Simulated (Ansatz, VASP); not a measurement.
TaAs: VASP beside Ansatz

```
Ta As
1.0
    -1.72181    1.72181    5.86794
     1.72181   -1.72181    5.86794
     1.72181    1.72181   -5.86794
Ta As
2 2
Direct
  0.25004 0.75004 0.50000
  0.50004 0.50004 0.00000
  0.83256 0.33256 0.50000
  0.08256 0.08256 0.00000
```

Alike in both runs: functional PBE; k mesh 9 × 9 × 9; occupations gaussian, width 0.05 eV; no spin polarisation.

Ansatz relaxed the structure, and its values are those at the end. VASP's run is a single point on that final structure, the one shown.

```csv
,VASP,Ansatz
version,VASP 6.6.1,Ansatz 0.2.0
potentials or method,"VASP PAW PBE potentials, release 64 (Ta_pv, As)","scalar-relativistic, plane waves, PAW"
plane-wave cutoff (eV),520,420
valence electrons in the cell,32,56
```

```csv
,VASP,Ansatz,Ansatz less VASP
pressure (GPa),2.6,2.2,-0.46
```

The functional is the same, so the differences come from potentials, cutoffs and numerics. The two sets of potentials don't hold the same shells in valence. Ansatz warned: «stress_scf_threshold_loose».

Spin-orbit coupling is left out, which matters for the levels of Ta.
